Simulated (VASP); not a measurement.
Here is a VASP 6.6.1 calculation.

INCAR

```
SYSTEM = BiTe
ALGO = Fast
EDIFF = 1E-6
ENCUT = 520
GGA = PE
ISIF = 2
ISMEAR = 0
LASPH = .TRUE.
LCHARG = .FALSE.
LREAL = .FALSE.
LWAVE = .FALSE.
NBANDS = 18
NELM = 60
PREC = Accurate
SIGMA = 0.1
```

File KPOINTS:

```
k-points
0
G
  6 6 6
  0 0 0
```

POSCAR

```
BiTe
1.0
    0.0000000000      3.2350000000      3.2350000000
    3.2350000000      0.0000000000      3.2350000000
    3.2350000000      3.2350000000      0.0000000000
Bi Te
1 1
Direct
    0.0000000000      0.0000000000      0.0000000000
    0.5000000000      0.5000000000      0.5000000000
```

Potentials or basis: VASP PAW PBE potentials, release 64 (Bi_d, Te).

Command:

```bash
$ cat potpaw_PBE.64/Bi_d/POTCAR potpaw_PBE.64/Te/POTCAR > POTCAR
$ mpirun -np 1 vasp_std > vasp.out
```

Task: Estimate the pressure.

Result: 0.9 GPa.

Task: What does it give for the band gap on the k mesh?

Result: None (metal or under the smearing width).

Caveat: spin-orbit coupling is left out, which moves the levels of the heavy elements.
